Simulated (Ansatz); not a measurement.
# Stability checks on a candidate for BaS

The cell was found from a structure generator's guess, not taken from experiment.

Computed with DFT PBE, scalar-relativistic, plane waves, PAW (Ansatz). The final run on the 4-atom cell used 420 eV, a Γ-centred 6×6×4 mesh, 0.02 eV smearing and no spin polarisation.

```cif
data_structure
_symmetry_space_group_name_H-M 'P6_3/mmc'
_symmetry_Int_Tables_number 194
_cell_length_a 5.3813
_cell_length_b 5.3813
_cell_length_c 6.3842
_cell_angle_alpha 90.000
_cell_angle_beta 90.000
_cell_angle_gamma 120.000
_cell_volume 160.11
loop_
_atom_site_label
_atom_site_type_symbol
_atom_site_symmetry_multiplicity
_atom_site_Wyckoff_symbol
_atom_site_fract_x
_atom_site_fract_y
_atom_site_fract_z
_atom_site_occupancy
Ba1 Ba 2 c 0.33333 0.66667 0.25000 1
S1 S 2 d 0.33333 0.66667 0.75000 1
```

Energies over the elements count from the elements' standard structures at the same level, with no fitted energy shifts.

**Question.** These tests were run: energy against the elements; random kick, then relaxation without symmetry; phonons on a 2×2×1 q mesh. What do they show?

**Answer.**

| test | result |
| --- | --- |
| energy against the elements | −2.033 eV/atom |
| random kick, then relaxation without symmetry | returns |
| phonons on a 2×2×1 q mesh | no imaginary mode on the mesh |

It fails none of these tests. Whether a mixture of other phases lies lower isn't tested here.

The reference form of S is held partly by dispersion forces, which this level lacks. The kick test ran on a coarse mesh. The run for the phonons used a 6×6×4 k mesh.
